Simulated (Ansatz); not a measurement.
**ZrO2: equation of state with PBEsol**

The system is ZrO2.

```
Zr O
1.0
     0.00000    2.54507    2.54507
     2.54507    0.00000    2.54507
     2.54507    2.54507    0.00000
Zr O
1 2
Direct
  0.00000 0.00000 0.00000
  0.75000 0.75000 0.75000
  0.25000 0.25000 0.25000
```

Measurements of this composition are mostly on another form, of space group No. 14.

* Program: Ansatz 0.2.0
* Task: equation of state
* Functional: PBEsol
* Potentials or basis: Ansatz PAW
* Cutoff: 420 eV
* Density cutoff: 1680 eV
* k mesh: 9 × 9 × 9
* Occupations: fermi-dirac, width 0.05 eV
* Spin: no spin polarisation

The equilibrium volume is 10.82 Å³/atom, the bulk modulus is 256 GPa and the pressure derivative of the bulk modulus is 4.4.

Energy against volume, from the lowest point:
| volume (Å³/atom) | energy (meV/atom) |
| --- | --- |
| 10.331 | 19.09 |
| 10.551 | 5.44 |
| 10.770 | 0.00 |
| 10.990 | 1.81 |
| 11.210 | 10.20 |
| 11.430 | 24.50 |
| 11.650 | 44.03 |

All runs of the series together: 7.9 s on 2 threads of AMD EPYC 7R43 64-Core Processor (Zen 3) (shared host).
